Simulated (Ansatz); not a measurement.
Zn:

```
Zn
1.0
    -1.56904    1.56904    1.56904
     1.56904   -1.56904    1.56904
     1.56904    1.56904   -1.56904
Zn
1
Direct
  0.00000 0.00000 0.00000
```

This isn't the form of Zn at room conditions, which is hcp.

Base run:

| Quantity | Value |
| --- | --- |
| Program | Ansatz 0.2.0 |
| Functional | PBEsol |
| Dispersion | D3(BJ) |
| Potentials or basis | all-electron LAPW, scalar-relativistic |
| Cutoff | 253 eV (chosen from the basis error) |
| Basis error allowed | 0.001 eV/atom |
| k mesh | 12 × 12 × 12 |
| Occupations | methfessel-paxton, width 0.2 eV |
| Spin | no spin polarisation |

Its results: band gap on the k mesh none (metal or under the smearing width); pressure -9.0 GPa.

Question: The run is repeated on the same cell with these changes: dispersion from D3(BJ) to none; occupations from methfessel-paxton, width 0.2 eV to gaussian, width 0.05 eV. What comes out?

Answer: Band gap on the k mesh none (metal or under the smearing width); pressure -5.1 GPa.

Caveats: pairwise dispersion overbinds metals, which lowers pressure and volume (some runs).
